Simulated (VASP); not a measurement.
# PbSe (Clausthalite) (Fm-3m) in VASP: notebook, part 2 of 2

VASP 6.6.1.

### 4 Relaxation of the atoms, r2SCAN

This run uses another cell than the first one, of 28.31 Å³/atom, 0.923 times its volume.

File POSCAR:

```
PbSe
1.0
    0.0000000000      3.0476237100      3.0476237100
    3.0476237100      0.0000000000      3.0476237100
    3.0476237100      3.0476237100      0.0000000000
Pb Se
1 1
Direct
    0.0000000000      0.0000000000      0.0000000000
    0.5000000000      0.5000000000      0.5000000000
```

File INCAR.step1:

```
PREC     = Accurate       # precision mode
ENCUT    = 520            # plane-wave cutoff, eV
ISMEAR   = -1             # smearing method
SIGMA    = 0.02           # smearing width, eV
LREAL    = False          # projectors in reciprocal space
LASPH    = True           # aspherical terms in the spheres
NELM     = 80             # most SCF steps
GGA      = PE             # functional
ALGO     = Normal         # electronic algorithm
EDIFF    = 1E-4           # SCF threshold, eV
LWAVE    = True           # write WAVECAR
LCHARG   = False          # write CHGCAR
```

File INCAR.step2:

```
PREC     = Accurate       # precision mode
ENCUT    = 520            # plane-wave cutoff, eV
EDIFF    = 1E-6           # SCF threshold, eV
ISMEAR   = -1             # smearing method
SIGMA    = 0.02           # smearing width, eV
LREAL    = False          # projectors in reciprocal space
LASPH    = True           # aspherical terms in the spheres
NELM     = 80             # most SCF steps
ALGO     = Normal         # electronic algorithm
ISIF     = 2              # what is computed and relaxed
LWAVE    = False          # write WAVECAR
LCHARG   = False          # write CHGCAR
METAGGA  = R2SCAN         # meta-GGA
LMIXTAU  = True         
IBRION   = 2              # ionic algorithm
NSW      = 50             # ionic steps
EDIFFG   = -0.01          # ionic threshold
ISTART   = 1
```

File KPOINTS:

```
Automatic mesh
0
Gamma
  8 8 8
```

Potentials or basis: VASP PAW PBE potentials, release 64 (Pb_d, Se).

Command:

```sh
$ cat potpaw_PBE.64/Pb_d/POTCAR potpaw_PBE.64/Se/POTCAR > POTCAR
$ cp INCAR.step1 INCAR
$ mpirun -np 1 vasp_std > vasp.out
$ cp INCAR.step2 INCAR
$ mpirun -np 1 vasp_std > vasp.out
```

OUTCAR:

```text
PREC = Accurate
   ENCUT = 520
   EDIFF = 1E-6
   ISMEAR = -1
   LREAL = False
   LASPH = True
   NELM = 80
   ISIF = 2
   METAGGA = R2SCAN
   IBRION = 2
   NSW = 50
   EDIFFG = -0.01
   ISTART = 1

 ion  position               nearest neighbor table
   1  0.000  0.000  0.000-   2 3.05   2 3.05   2 3.05   2 3.05   2 3.05   2 3.05
   2  0.500  0.500  0.500-   1 3.05   1 3.05   1 3.05   1 3.05   1 3.05   1 3.05

  LATTYP: Found a face centered cubic cell.
 ALAT       =     6.0952474200
[... 599 lines left out ...]

  FORCE on cell =-STRESS in cart. coord.  units (eV):
  Direction    XX          YY          ZZ          XY          YZ          ZX
  --------------------------------------------------------------------------------------
  -------------------------------------------------------------------------------------
  Total        0.8044989      0.8044989      0.8044989      0.0000000      0.0000000      0.0000000
  in kB       22.7678487     22.7678487     22.7678487      0.0000000      0.0000000      0.0000000
  external PRESSURE =      22.7678487 kB  Pullay stress =       0.0000000 kB

 VOLUME and BASIS-vectors are now :
 -----------------------------------------------------------------------------
  energy-cutoff  :      520.00
  volume of cell :       56.61
      direct lattice vectors                 reciprocal lattice vectors
     0.000000000  3.047623710  3.047623710    -0.164062249  0.164062249  0.164062249
     3.047623710  0.000000000  3.047623710     0.164062249 -0.164062249  0.164062249
     3.047623710  3.047623710  0.000000000     0.164062249  0.164062249 -0.164062249

 POSITION                                       TOTAL-FORCE (eV/Angst)
 -----------------------------------------------------------------------------------
      0.00000      0.00000      0.00000         0.000000     -0.000000      0.000000
      3.04762      3.04762      3.04762        -0.000000      0.000000     -0.000000
 -----------------------------------------------------------------------------------
    total drift:                                0.000000     -0.000000     -0.000000

  FREE ENERGIE OF THE ION-ELECTRON SYSTEM (eV)
  ---------------------------------------------------
  free  energy   TOTEN  =       -71.9226964445 eV

  energy  without entropy=      -71.9226964300  energy(sigma->0) =      -71.92269644

 reached required accuracy - stopping structural energy minimisation
```

OUTCAR.step1:

```text
PREC = Accurate
   ENCUT = 520
   ISMEAR = -1
   LREAL = False
   LASPH = True
[... 628 lines left out ...]
      0.00000      0.00000      0.00000         0.000000      0.000000      0.000000
      3.04762      3.04762      3.04762        -0.000000     -0.000000     -0.000000
 -----------------------------------------------------------------------------------
    total drift:                                0.000000     -0.000000     -0.000000

  FREE ENERGIE OF THE ION-ELECTRON SYSTEM (eV)
  ---------------------------------------------------
  free  energy   TOTEN  =        -8.1654763859 eV

  energy  without entropy=       -8.1654666873  energy(sigma->0) =       -8.16547154
```

OSZICAR.step1:

```text
N       E                     dE             d eps       ncg     rms          rms(c)
DAV:   1     0.160025816812E+03    0.16003E+03   -0.96807E+03   812   0.148E+03
DAV:   2     0.359145121367E+01   -0.15643E+03   -0.15247E+03   878   0.360E+02
DAV:   3    -0.817054506523E+01   -0.11762E+02   -0.11503E+02  1040   0.101E+02
DAV:   4    -0.843667161101E+01   -0.26613E+00   -0.26606E+00   930   0.189E+01
DAV:   5    -0.844544131350E+01   -0.87697E-02   -0.87696E-02  1066   0.324E+00    0.280E+00
DAV:   6    -0.816741024046E+01    0.27803E+00   -0.72875E-01  1196   0.694E+00    0.160E+00
DAV:   7    -0.816246369838E+01    0.49465E-02   -0.12567E-01   922   0.201E+00    0.863E-01
DAV:   8    -0.816579604213E+01   -0.33323E-02   -0.13241E-02   890   0.154E+00    0.146E-01
DAV:   9    -0.816540606792E+01    0.38997E-03   -0.24472E-03  1228   0.603E-01    0.507E-02
DAV:  10    -0.816547638590E+01   -0.70318E-04   -0.19951E-04   822   0.109E-01
   1 F= -.81654764E+01 E0= -.81654715E+01  d E =-.969857E-05
```

Wall time 1.7 min (1 thread of Oxide Virtual Turin-like, shared host); peak memory 0.16 GiB.

Results:

| Quantity | Value |
| --- | --- |
| Free energy | -71.9227 eV |
| Pressure after relaxing | 2.3 GPa |
| Band gap on the k mesh | 0.53 eV, direct |

Final structure:
```cif
data_structure
_symmetry_space_group_name_H-M 'P 1'
_symmetry_Int_Tables_number 1
_cell_length_a 4.3100
_cell_length_b 4.3100
_cell_length_c 4.3100
_cell_angle_alpha 60.000
_cell_angle_beta 60.000
_cell_angle_gamma 60.000
_cell_volume 56.61
loop_
_atom_site_label
_atom_site_type_symbol
_atom_site_fract_x
_atom_site_fract_y
_atom_site_fract_z
_atom_site_occupancy
Pb1 Pb 0.00000 0.00000 0.00000 1
Se1 Se 0.50000 0.50000 0.50000 1
```

Caveat: the relaxation stopped at its first step, so nothing moved; the PAW data sets were made with another functional, which shifts forces and pressure a little; spin-orbit coupling is left out, which moves the levels of the heavy elements.

### 5 Relaxation of the atoms, r2SCAN

This run uses another cell than the first one, of 28.90 Å³/atom, 0.942 times its volume.

File POSCAR:

```
PbSe
1.0
    0.0000000000      3.0686424700      3.0686424700
    3.0686424700      0.0000000000      3.0686424700
    3.0686424700      3.0686424700      0.0000000000
Pb Se
1 1
Direct
    0.0000000000      0.0000000000      0.0000000000
    0.5000000000      0.5000000000      0.5000000000
```

File INCAR.step1:

```
PREC = Accurate ; ENCUT = 520
ISMEAR = -1 ; SIGMA = 0.02
LREAL = F ; LASPH = T
NELM = 60 ; GGA = PE
ALGO = Normal ; EDIFF = 1E-4
LWAVE = T ; LCHARG = F
```

File INCAR.step2:

```
PREC = Accurate ; ENCUT = 520
EDIFF = 1E-6 ; ISMEAR = -1
SIGMA = 0.02 ; LREAL = F
LASPH = T ; NELM = 60
ALGO = Normal ; ISIF = 2
LWAVE = F ; LCHARG = F
METAGGA = R2SCAN ; LMIXTAU = T
IBRION = 2 ; NSW = 50
EDIFFG = -0.01 ; ISTART = 1
```

KPOINTS is that of step 4.

Command:

```sh
$ cat potpaw_PBE.64/Pb_d/POTCAR potpaw_PBE.64/Se/POTCAR > POTCAR
$ cp INCAR.step1 INCAR
$ mpirun -np 1 vasp_std > vasp.out
$ cp INCAR.step2 INCAR
$ mpirun -np 1 vasp_std > vasp.out
```

Run time: 1.9 min. Hardware: 1 thread of Oxide Virtual Turin-like, shared host; peak memory 0.17 GiB.

Results (log left out):

* Free energy: -71.9353 eV
* Pressure after relaxing: 1.1 GPa
* Band gap on the k mesh: 0.61 eV, direct

Final structure:
```xyz
2
Lattice="0.0000 3.0686 3.0686 3.0686 0.0000 3.0686 3.0686 3.0686 0.0000" Properties=species:S:1:pos:R:3 pbc="T T T"
Pb    0.0000    0.0000    0.0000
Se    3.0686    3.0686    3.0686
```

Levels at points of the mesh, in eV from the valence-band top:
| k point | band 8 | band 9 | band 10 | band 11 | band 12 | band 13 |
| --- | --- | --- | --- | --- | --- | --- |
| (0.00, 0.00, 0.00) | -1.99 | -1.99 | -1.99 | 5.03 | 5.03 | 5.03 |
| (0.50, 0.00, 0.00) | -1.57 | -1.57 | 0.00 | 0.61 | 1.94 | 1.94 |
| (0.50, 0.50, 0.00) | -5.08 | -3.34 | -3.34 | 4.06 | 5.97 | 5.97 |

Caveat: the relaxation stopped at its first step, so nothing moved; the PAW data sets were made with another functional, which shifts forces and pressure a little; spin-orbit coupling is left out, which moves the levels of the heavy elements.

### 6 Overview

```tsv
cell	gap on the mesh (eV)	pressure (GPa)
atoms relaxed from a = 4.427 Å, angles 60.0°, 2 atoms	0.79	-1.9
atoms relaxed from a = 4.455 Å, angles 60.0°, 2 atoms	0.84	-2.7
atoms relaxed from a = 4.310 Å, angles 60.0°, 2 atoms	0.53	2.3
atoms relaxed from a = 4.340 Å, angles 60.0°, 2 atoms	0.61	1.1
```

Alike in all rows: task relaxation of the atoms; level r2SCAN; potentials or basis VASP PAW PBE potentials, release 64 (Pb_d, Se); no spin polarisation; k mesh 8 × 8 × 8; cutoff (eV) 520; smearing fermi-dirac 0.02 eV.

Caveats: the relaxation stopped at its first step, so nothing moved; the PAW data sets were made with another functional, which shifts forces and pressure a little; spin-orbit coupling is left out, which moves the levels of the heavy elements.

Absolute energies hang on the potentials; compare differences alone.

### 7 Comparison with measurements

Step 2. A measured gap of PbSe is 0.15 eV (direct; 4.2 K; a printed reference work, monograph); the calculated 0.79 eV misses it by +0.64 eV. 2 values of this kind are on record (0.15 to 0.28 eV); this one was drawn at random. Spin-orbit coupling on Pb, Se is left out. The value is that of r2SCAN on a finite k mesh, which can miss the band edges, without temperature or zero-point motion.

Step 3. Measured gap of PbSe: 0.28 eV (direct; 300 K; a printed reference work, monograph). This calculation gives 0.84 eV (+0.56 eV). 2 values of this kind are on record (0.15 to 0.28 eV); this one was drawn at random. Spin-orbit coupling on Pb, Se is left out. The value is that of r2SCAN on a finite k mesh, which can miss the band edges, without temperature or zero-point motion.

Step 4. Against the measured gap of PbSe, 0.28 eV (direct; 300 K; a printed reference work, monograph), the calculated 0.53 eV is off by +0.25 eV. 2 values of this kind are on record (0.15 to 0.28 eV); this one was drawn at random. Spin-orbit coupling on Pb, Se is left out. The value is that of r2SCAN on a finite k mesh, which can miss the band edges, without temperature or zero-point motion.

Step 5. Measured gap of PbSe: 0.15 eV (direct; 4.2 K; a printed reference work, monograph). This calculation gives 0.61 eV (+0.46 eV). 2 values of this kind are on record (0.15 to 0.28 eV); this one was drawn at random. Spin-orbit coupling on Pb, Se is left out. The value is that of r2SCAN on a finite k mesh, which can miss the band edges, without temperature or zero-point motion.
